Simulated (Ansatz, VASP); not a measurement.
**One calculation of Ti, two programs**

```
CELL_PARAMETERS angstrom
-2.29617 2.29617 1.33113
2.29617 -2.29617 1.33113
2.29617 2.29617 -1.33113
ATOMIC_POSITIONS crystal
Ti 0.62500 0.87500 0.75000
Ti 0.37500 0.12500 0.25000
```

Alike in both runs: functional LDA; k mesh 17 × 17 × 17; occupations fermi-dirac, width 0.05 eV; no spin polarisation.

Ansatz relaxed the structure, and its values are those at the end. VASP's run is a single point on that final structure, the one shown.

|  | VASP | Ansatz |
| --- | --- | --- |
| version | VASP 6.6.1 | Ansatz 0.2.0 |
| potentials or method | VASP PAW LDA potentials, release 64 (Ti_sv) | PAW with Ansatz's default frozen-core files, scalar-relativistic |
| plane-wave cutoff (eV) | 520 | 420 |
| valence electrons in the cell | 24 | 24 |

|  | VASP | Ansatz | Ansatz less VASP |
| --- | --- | --- | --- |
| pressure (GPa) | 17.2 | 17.0 | -0.20 |

Caveats: so large a pressure means that the cell lies far from this level's equilibrium, or that cutoff or potentials fall short (VASP).
